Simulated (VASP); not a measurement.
# Sb (Pm-3m) in VASP: a series of runs

One crystal, Sb, is run at these levels: PBE; tasks: single point, relaxation of cell and atoms.

Program: VASP 6.6.1. These are calculated values, not measurements. Logs are shortened: lines on timing, memory, paths and dates and some standing lists are left out, and cuts for length are marked.

## 1. Starting point

It takes space group Pm-3m (No. 221, cubic). The conventional cell has a = 3.110 Å, b = 3.110 Å, c = 3.110 Å, α = 90.00°, β = 90.00°, γ = 90.00°. Sb (site symmetry m-3m) is surrounded by 6 Sb at 3.11 Å.

This isn't the form of Sb at room conditions, which is rhombohedral.

## 2. Single point, PBE

INCAR reads:

```
SYSTEM = Sb
ALGO = Normal
EDIFF = 1E-7
ENCUT = 520
GGA = PE
ISIF = 2
ISMEAR = 0
LASPH = .TRUE.
LCHARG = .FALSE.
LREAL = .FALSE.
LWAVE = .FALSE.
NBANDS = 8
NELM = 60
PREC = Accurate
SIGMA = 0.1
```

KPOINTS reads:

```
k-points
0
G
  14 14 14
  0 0 0
```

POSCAR reads:

```
Sb
1.0
    3.1104611990      0.0000000000      0.0000000000
    0.0000000000      3.1104611990      0.0000000000
    0.0000000000      0.0000000000      3.1104611990
Sb
1
Direct
    0.0000000000      0.0000000000      0.0000000000
```

Potentials or basis: VASP PAW PBE potentials, release 64 (Sb).

The run is started by

```bash
cat potpaw_PBE.64/Sb/POTCAR > POTCAR
mpirun -np 1 vasp_std > vasp.out
```

OUTCAR:

```text
SYSTEM = Sb
   EDIFF = 1E-7
   ENCUT = 520
   GGA = PE
   ISIF = 2
   ISMEAR = 0
   LASPH = .TRUE.
   LREAL = .FALSE.
   NELM = 60
   PREC = Accurate

 ion  position               nearest neighbor table
   1  0.000  0.000  0.000-

  LATTYP: Found a simple cubic cell.
 ALAT       =     3.1104611990

  Lattice vectors:

 A1 = (   3.1104611990,   0.0000000000,   0.0000000000)
 A2 = (   0.0000000000,   3.1104611990,   0.0000000000)
 A3 = (   0.0000000000,   0.0000000000,   3.1104611990)

Analysis of symmetry for initial positions (statically):
=====================================================================
 Subroutine PRICEL returns:
 Original cell was already a primitive cell.

 Routine SETGRP: Setting up the symmetry group for a
 simple cubic supercell.

 Subroutine GETGRP returns: Found 48 space group operations
 (whereof 48 operations were pure point group operations)
 out of a pool of 48 trial point group operations.

The static configuration has the point symmetry O_h .

Analysis of symmetry for dynamics (positions and initial velocities):
=====================================================================
 Subroutine PRICEL returns:
 Original cell was already a primitive cell.

 Routine SETGRP: Setting up the symmetry group for a
 simple cubic supercell.

 Subroutine GETGRP returns: Found 48 space group operations
 (whereof 48 operations were pure point group operations)
 out of a pool of 48 trial point group operations.

The dynamic configuration has the point symmetry O_h .

 Subroutine INISYM returns: Found 48 space group operations
 (whereof 48 operations are pure point group operations),
 and found     1 'primitive' translations

----------------------------------------------------------------------------------------

                                     Primitive cell

  volume of cell :      30.0936

  direct lattice vectors                    reciprocal lattice vectors
     3.110461199  0.000000000  0.000000000     0.321495732  0.000000000  0.000000000
     0.000000000  3.110461199  0.000000000     0.000000000  0.321495732  0.000000000
     0.000000000  0.000000000  3.110461199     0.000000000  0.000000000  0.321495732

  length of vectors
     3.110461199  3.110461199  3.110461199     0.321495732  0.321495732  0.321495732

  position of ions in fractional coordinates (direct lattice)
     0.000000000  0.000000000  0.000000000

  ion indices of the primitive-cell ions
   primitive index   ion index
                 1           1

----------------------------------------------------------------------------------------

 KPOINTS: k-points

Automatic generation of k-mesh.
 Grid dimensions read from file:
 generate k-points for:   14   14   14

 Generating k-lattice:

  Cartesian coordinates                     Fractional coordinates (reciprocal lattice)
     0.022963981  0.000000000  0.000000000     0.071428571  0.000000000  0.000000000
     0.000000000  0.022963981  0.000000000     0.000000000  0.071428571  0.000000000
     0.000000000  0.000000000  0.022963981     0.000000000  0.000000000  0.071428571

  Length of vectors
     0.022963981  0.022963981  0.022963981

  Shift w.r.t. Gamma in fractional coordinates (k-lattice)
     0.000000000  0.000000000  0.000000000

 Subroutine IBZKPT returns following result:
 ===========================================

 Found    120 irreducible k-points:

 Following reciprocal coordinates:
            Coordinates               Weight
  0.000000  0.000000  0.000000      1.000000
  0.071429  0.000000  0.000000      6.000000
  0.142857  0.000000  0.000000      6.000000
  0.214286  0.000000  0.000000      6.000000
  0.285714  0.000000  0.000000      6.000000
  0.357143  0.000000  0.000000      6.000000
[... 16 lines left out ...]
  0.285714  0.214286  0.000000     24.000000
  0.357143  0.214286  0.000000     24.000000
 [... further k-points ...]
   k-points           NKPTS =    120   k-points in BZ     NKDIM =    120   number of bands    NBANDS=      8
   number of dos      NEDOS =    301   number of ions     NIONS =      1
   total plane-waves  NPLWV =  13824
   dimension x,y,z NGX =    24 NGY =   24 NGZ =   24
   dimension x,y,z NGXF=    48 NGYF=   48 NGZF=   48
   ions per type =               1
   NGX,Y,Z   is equivalent  to a cutoff of  12.83, 12.83, 12.83 a.u.
   NGXF,Y,Z  is equivalent  to a cutoff of  25.65, 25.65, 25.65 a.u.
 SYSTEM =  Sb
   PREC   = accura    normal or accurate (medium, high low for compatibility)
   ISTART =      0    job   : 0-new  1-cont  2-samecut
   ICHARG =      2    charge: 1-file 2-atom 10-const
   ISPIN  =      1    spin polarized calculation?
   LNONCOLLINEAR =      F non collinear calculations
   LSORBIT =      F    spin-orbit coupling
   LASPH  =      T    aspherical Exc in radial PAW
   ENCUT  =  520.0 eV  38.22 Ry    6.18 a.u.   5.78  5.78  5.78*2*pi/ulx,y,z
   NELM   =     60;   NELMIN=  2; NELMDL= -5     # of ELM steps
   EDIFF  = 0.1E-06   stopping-criterion for ELM
   LREAL  =      F    real-space projection
   EDIFFG = 0.1E-05   stopping-criterion for IOM
   NSW    =      0    number of steps for IOM
   IBRION =     -1    ionic relax: 0-MD 1-quasi-New 2-CG
   NFREE  =      0    steps in history (QN), initial steepest desc. (CG)
   ISIF   =      2    stress and relaxation
   ISYM   =      2    0-nonsym 1-usesym 2-fastsym
   POTIM  = 0.5000    time-step for ionic-motion
   TEBEG  =    0.0;   TEEND  =   0.0 temperature during run
   PSTRESS=    0.0 pullay stress
   NELECT =       5.0000    total number of electrons
   NUPDOWN=      -1.0000    fix difference up-down
   EMIN   =  10.00;   EMAX   =-10.00  energy-range for DOS
   EFERMI =   0.00;   METHOD = LEGACY
   ISMEAR =     0;   SIGMA  =   0.10  broadening in eV -4-tet -1-fermi 0-gaus
   EFERMI_NEDOS =   21; number of points for ismear=-14 and -15
   IALGO  =     38    algorithm
   IMIX   =      4    mixing-type and parameters
     AMIX     =   0.40;   BMIX     =  1.00
     AMIX_MAG =   1.60;   BMIX_MAG =  1.00
  volume/ion in A,a.u.               =      30.09       203.08
  Fermi-wavevector in a.u.,A,eV,Ry     =   0.899995  1.700744 11.020594  0.809991
  Thomas-Fermi vector in A             =   2.022898
   LORBIT       =      0    0 simple, 1 ext, 2 COOP (PROOUT), +10 PAW based schemes
   GGA     = PE    functional components
   LHFCALC =     F    Hartree Fock is set to
   AEXX    =    0.0000 exact exchange contribution
   IVDW    =     0    specifies the selected vdW correction
   LEPSILON=     F    determine dielectric tensor
   LRPA    =     F    only Hartree local field effects (RPA)
 non-spin polarized calculation
 Gauss-broadening in eV      SIGMA  =   0.10
  energy-cutoff  :      520.00
  volume of cell :       30.09
 maximum number of plane-waves:       840
 NGX is ok and might be reduce to    24
   NGX = 11   NGY = 11   NGZ = 11

 number of electron       4.9999999 magnetization

 Free energy of the ion-electron system (eV)
  ---------------------------------------------------
  ext. energy  EPLUGINS =         0.00000000
  ---------------------------------------------------
  free energy    TOTEN  =        -4.09637566 eV

  energy without entropy =       -4.09258057  energy(sigma->0) =       -4.09447812

 E-fermi :   6.9638     XC(G=0):  -9.5849

 val. band max:        6.9367787772   @ k =   0.4286   0.2857   0.2857
 cond. band min:       6.9832912805   @ k =   0.2143   0.2143   0.1429
 fundamental gap:      0.0465125033
 Fermi energy:         6.9637722256

 k-point     1 :       0.0000    0.0000    0.0000
  band No.  band energies     occupation
      1      -5.2918      2.00000
      2      10.2717      0.00000
      3      10.2717      0.00000
      4      10.2717      0.00000
      5      13.9372      0.00000
      6      13.9372      0.00000
      7      15.2380      0.00000
      8      24.6141      0.00000

 k-point     2 :       0.0714    0.0000    0.0000
  band No.  band energies     occupation
      1      -5.2185      2.00000
      2       9.3370      0.00000
      3      10.3439      0.00000
      4      10.3439      0.00000
      5      13.9956      0.00000
      6      14.5023      0.00000
      7      15.7702      0.00000
      8      23.9220      0.00000

 k-point     3 :       0.1429    0.0000    0.0000
  band No.  band energies     occupation
      1      -5.0007      2.00000
      2       7.6390      0.00000
      3      10.5550      0.00000
      4      10.5550      0.00000
      5      14.1699      0.00000
      6      14.9379      0.00000
      7      17.5087      0.00000
      8      22.7345      0.00000

 k-point     4 :       0.2143    0.0000    0.0000
  band No.  band energies     occupation
      1      -4.6460      2.00000
      2       5.8981      2.00000
      3      10.8874      0.00000
      4      10.8874      0.00000
      5      14.4563      0.00000
      6      15.3084      0.00000
      7      19.6020      0.00000
      8      21.5070      0.00000

 k-point     5 :       0.2857    0.0000    0.0000
  band No.  band energies     occupation
      1      -4.1734      2.00000
      2       4.2903      2.00000
      3      11.3060      0.00000
      4      11.3060      0.00000
      5      14.8452      0.00000
      6      15.7758      0.00000
      7      20.3576      0.00000
      8      20.3576      0.00000
[... 177 lines left out ...]
 k-point    22 :       0.2143    0.2143    0.0000
  band No.  band energies     occupation
      1      -3.9986      2.00000
      2       6.3312      2.00000
      3       6.7193      1.99945
      4      11.5075      0.00000
      5      15.3337      0.00000
      6      16.7919      0.00000
      7      19.6844      0.00000
      8      20.7528      0.00000

 k-point    23 :       0.2857    0.2143    0.0000
  band No.  band energies     occupation
      1      -3.5243      2.00000
      2       4.8942      2.00000
      3       6.9878      0.73385
      4      11.9290      0.00000
      5      15.1116      0.00000
      6      16.1057      0.00000
      7      20.3581      0.00000
      8      20.8246      0.00000

 k-point    24 :       0.3571    0.2143    0.0000
  band No.  band energies     occupation
      1      -2.9771      2.00000
      2       3.5221      2.00000
      3       7.4663      0.00000
      4      12.3740      0.00000
      5      14.0856      0.00000
      6      16.5090      0.00000
      7      19.8621      0.00000
      8      20.0511      0.00000

 [... further k-points ...]

------------------------ aborting loop because EDIFF is reached ----------------------------------------

  FORCE on cell =-STRESS in cart. coord.  units (eV):
  Direction    XX          YY          ZZ          XY          YZ          ZX
  --------------------------------------------------------------------------------------
  -------------------------------------------------------------------------------------
  Total       -0.0045161     -0.0045161     -0.0045161      0.0000000     -0.0000000      0.0000000
  in kB       -0.2404375     -0.2404375     -0.2404375      0.0000000     -0.0000000      0.0000000
  external PRESSURE =      -0.2404375 kB  Pullay stress =       0.0000000 kB

 VOLUME and BASIS-vectors are now :
 -----------------------------------------------------------------------------
  energy-cutoff  :      520.00
  volume of cell :       30.09
      direct lattice vectors                 reciprocal lattice vectors
     3.110461199  0.000000000  0.000000000     0.321495732  0.000000000  0.000000000
     0.000000000  3.110461199  0.000000000     0.000000000  0.321495732  0.000000000
     0.000000000  0.000000000  3.110461199     0.000000000  0.000000000  0.321495732

 POSITION                                       TOTAL-FORCE (eV/Angst)
 -----------------------------------------------------------------------------------
      0.00000      0.00000      0.00000         0.000000      0.000000      0.000000
 -----------------------------------------------------------------------------------
    total drift:                               -0.000000      0.000000      0.000000

  FREE ENERGIE OF THE ION-ELECTRON SYSTEM (eV)
  ---------------------------------------------------
  free  energy   TOTEN  =        -4.0963756579 eV

  energy  without entropy=       -4.0925805735  energy(sigma->0) =       -4.09447812
```

Run time: 12 s. Hardware: 1 thread of Intel Xeon Platinum 8488C (Sapphire Rapids), shared host; peak memory 0.15 GiB.

Results:

| Property | Result |
| --- | --- |
| Free energy | -4.0964 eV |
| Pressure | 0.0 GPa |
| Band gap on the k mesh | none (metal or under the smearing width) |

## 3. Relaxation of cell and atoms, PBE

This run uses another cell than the first one, of 31.55 Å³/atom, 1.049 times its volume.

INCAR reads:

```
SYSTEM = Sb
PREC     = Accurate       ! precision mode
ENCUT    = 600            ! plane-wave cutoff, eV
EDIFF    = 1E-7           ! SCF threshold, eV
ISMEAR   = 0              ! smearing method
SIGMA    = 0.1            ! smearing width, eV
LREAL    = .False.        ! projectors in reciprocal space
LASPH    = .True.         ! aspherical terms in the spheres
NELM     = 80             ! most SCF steps
ALGO     = Normal         ! electronic algorithm
ISIF     = 3              ! what is computed and relaxed
LWAVE    = .False.        ! write WAVECAR
LCHARG   = .False.        ! write CHGCAR
GGA      = PE             ! functional
IBRION   = 2              ! ionic algorithm
NSW      = 100            ! ionic steps
EDIFFG   = -0.005         ! ionic threshold
```

KPOINTS reads:

```
regular mesh
0
Gamma
  14 14 14
  0 0 0
```

POSCAR reads:

```
Sb
1.0
    3.1600000000      0.0000000000      0.0000000000
    0.0000000000      3.1600000000      0.0000000000
    0.0000000000      0.0000000000      3.1600000000
Sb
1
Direct
    0.0000000000      0.0000000000      0.0000000000
```

Potentials or basis: VASP PAW PBE potentials, release 64 (Sb).

The run is started by

```bash
cat potpaw_PBE.64/Sb/POTCAR > POTCAR
mpirun -np 1 vasp_std > vasp.out
```

Run time: 44 s. Hardware: 1 thread of Intel Xeon Platinum 8488C (Sapphire Rapids), shared host; peak memory 0.18 GiB.

The run converged. Its results:

```yaml
Free_energy: -4.0964 eV
Relaxed_volume: 30.08 Å³/atom
Relaxed_cell: a = 3.110 Å, b = 3.110 Å, c = 3.110 Å, α = 90.00°, β = 90.00°, γ = 90.00°
Space_group_after_relaxing_to_0.05_Å: Pm-3m (No. 221)
Energy_gained_by_relaxing: 11.3 meV/atom
Ionic_steps: 3
Pressure_after_relaxing: 0.0 GPa
Band_gap_on_the_k_mesh: none (metal or under the smearing width)
```

The path:
```csv
step,energy change (eV),largest force (eV/Å),pressure (GPa),volume (Å³)
1,0.0000,0.0000,-2.36,31.55
2,-0.0093,0.0000,1.14,29.48
3,-0.0113,0.0000,0.01,30.08
```

Final structure:
```yaml
crystal:
  lattice:
    - [3.10988, 0.00000, 0.00000]
    - [0.00000, 3.10988, 0.00000]
    - [0.00000, 0.00000, 3.10988]
  atoms:
    - { symbol: Sb, position: [0.00000, 0.00000, 0.00000] }
```

Levels at points of the mesh, in eV from the Fermi level:
```csv
k point,band 1,band 2,band 3,band 4,band 5,band 6
"(0.00, 0.00, 0.00)",-12.26,3.31,3.31,3.31,6.97,6.97
"(0.50, 0.00, 0.00)",-9.87,-5.46,5.29,5.29,9.04,10.64
"(0.50, 0.50, 0.00)",-7.34,-3.44,-3.44,2.28,7.30,12.84
"(0.50, 0.50, 0.50)",-4.51,-1.54,-1.54,-1.54,4.91,4.91
```

## 4. Single point, PBE

INCAR reads:

```
  PREC = Accurate
  ENCUT = 520
  EDIFF = 1E-6
  ISMEAR = 0
  SIGMA = 0.1
  LREAL = F
  LASPH = T
  NELM = 60
  ALGO = Normal
  ISIF = 2
  LWAVE = F
  LCHARG = F
  GGA = PE
  NBANDS = 8
```

KPOINTS reads:

```
regular mesh
0
Gamma
  14 14 14
```

POSCAR reads:

```
Sb
1.0
    3.1104611990      0.0000000000      0.0000000000
    0.0000000000      3.1104611990      0.0000000000
    0.0000000000      0.0000000000      3.1104611990
Sb
1
Direct
    0.0000000000      0.0000000000      0.0000000000
```

The run is started by

```bash
cat potpaw_PBE.64/Sb/POTCAR > POTCAR
mpirun -np 1 vasp_std > vasp.out
```

Wall time 11 s (1 thread of Intel Xeon Platinum 8488C (Sapphire Rapids), shared host); peak memory 0.15 GiB.

The run converged. Its results:

```
Free energy            : -4.0964 eV
Pressure               : 0.0 GPa
Band gap on the k mesh : none (metal or under the smearing width)
```

Levels at points of the mesh, in eV from the Fermi level:
```
           k point  band 1  band 2  band 3  band 4  band 5  band 6
(0.00, 0.00, 0.00)  -12.26    3.31    3.31    3.31    6.97    6.97
(0.50, 0.00, 0.00)   -9.87   -5.45    5.29    5.29    9.04   10.64
(0.50, 0.50, 0.00)   -7.34   -3.43   -3.43    2.28    7.30   12.83
(0.50, 0.50, 0.50)   -4.52   -1.54   -1.54   -1.54    4.91    4.91
```
